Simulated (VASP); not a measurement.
Set up this calculation in VASP 6.6.1, as the native input.

```
Task                   : single point
Functional             : PBE
Potentials or basis    : VASP PAW PBE potentials, release 64 (Al)
Cutoff                 : 520 eV
k mesh                 : 8 × 8 × 8
Occupations            : gaussian, width 0.05 eV
Spin                   : no spin polarisation
Dipole correction      : no
Further INCAR settings : ALGO = Normal; EDIFF = 1e-07; NBANDS = 8
```

The structure of Al lies in POSCAR:

```
Al
1.0
   -1.6145962067      1.6145962067      1.6145962067
    1.6145962067     -1.6145962067      1.6145962067
    1.6145962067      1.6145962067     -1.6145962067
Al
1
Direct
    0.0000000000      0.0000000000      0.0000000000
```

The cell was built by a generator and needn't be a form met in nature.

One way to write it, as run:

INCAR

```
SYSTEM = Al
ALGO = Normal
EDIFF = 1E-7
ENCUT = 520
GGA = PE
ISIF = 2
ISMEAR = 0
LASPH = .True.
LCHARG = .True.
LELF = .True.
LREAL = .False.
LVHAR = .True.
LWAVE = .False.
NBANDS = 8
NELM = 100
PREC = Accurate
SIGMA = 0.05
```

KPOINTS

```
k-points
0
Gamma
  8 8 8
  0 0 0
```

Potentials or basis: VASP PAW PBE potentials, release 64 (Al).

Launch:

```bash
$ cat potpaw_PBE.64/Al/POTCAR > POTCAR
$ mpirun -np 1 vasp_std > vasp.out
```

It gave:

* Pressure: 1.0 GPa
* Band gap on the k mesh: none (metal or under the smearing width)

Run time: 3 s on 1 thread of AMD EPYC 9R45 96-Core Processor (Zen 5), with other jobs on the host, peak memory 0.1 GiB.
